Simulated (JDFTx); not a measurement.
Wanted: the native input for a JDFTx 1.7.0 (patched build) run.

```yaml
Task: single point
Functional: PBEsol
Potentials_or_basis: PseudoDojo-SR-PBEsol-0.4.1-standard with smoothed tails
Cutoff: 1388 eV
Density_cutoff: 11102 eV
k_mesh: 8 × 8 × 8
Occupations: fermi-dirac, width 0.05 eV
Spin: no spin polarisation
Local_potential_set_to_-Z/r_beyond: 6 bohr
Bands: 19
Density_cutoff_over_wavefunction_cutoff: 8
Max_SCF_steps: 100
SCF_threshold_on_the_energy: 1e-09 Ha
Solver_of_the_electrons: scf
Further_solve_for_the_empty_bands: yes
```

CdS (Hawleyite):

```
CELL_PARAMETERS angstrom
0.00000 2.91650 2.91650
2.91650 0.00000 2.91650
2.91650 2.91650 0.00000
ATOMIC_POSITIONS crystal
Cd 0.00000 0.00000 0.00000
S 0.75000 0.75000 0.75000
```

The input as run:

CdS.in

```
lattice \
    0.0000000000     5.5113862425     5.5113862425 \
    5.5113862425     0.0000000000     5.5113862425 \
    5.5113862425     5.5113862425     0.0000000000
coords-type Lattice
ion Cd     0.0000000000     0.0000000000     0.0000000000 1
ion S      0.7500000000     0.7500000000     0.7500000000 1

ion-species pseudo/Cd.upf
ion-species pseudo/S.upf
elec-cutoff 51 408
elec-ex-corr gga-PBEsol
kpoint-folding 8 8 8
elec-smearing Fermi 0.0018374661
elec-n-bands 19
electronic-SCF nIterations 100 energyDiffThreshold 1e-09
electronic-minimize nIterations 30 energyDiffThreshold 1e-7
converge-empty-states yes
forces-output-coords Cartesian

dump-name run.$VAR
dump End Ecomponents EigStats BandEigs Kpoints Forces Stress
```

Potentials or basis: PseudoDojo-SR-PBEsol-0.4.1-standard with smoothed tails.

Run with:

```bash
$ jdftx -c 1 -i CdS.in -o CdS.out
```

Results of the run:

- Pressure: -0.3 GPa
- Band gap on the k mesh: 1.00 eV, direct
- Loewdin charges: Cd +1.26; S -1.06 e

Caveat: the atomic charges don't sum to the cell's charge; the empty levels aren't tightly converged.

Run time: 4.2 min on 1 thread of Arm Neoverse V1, with other jobs on the host, peak memory 0.21 GiB.
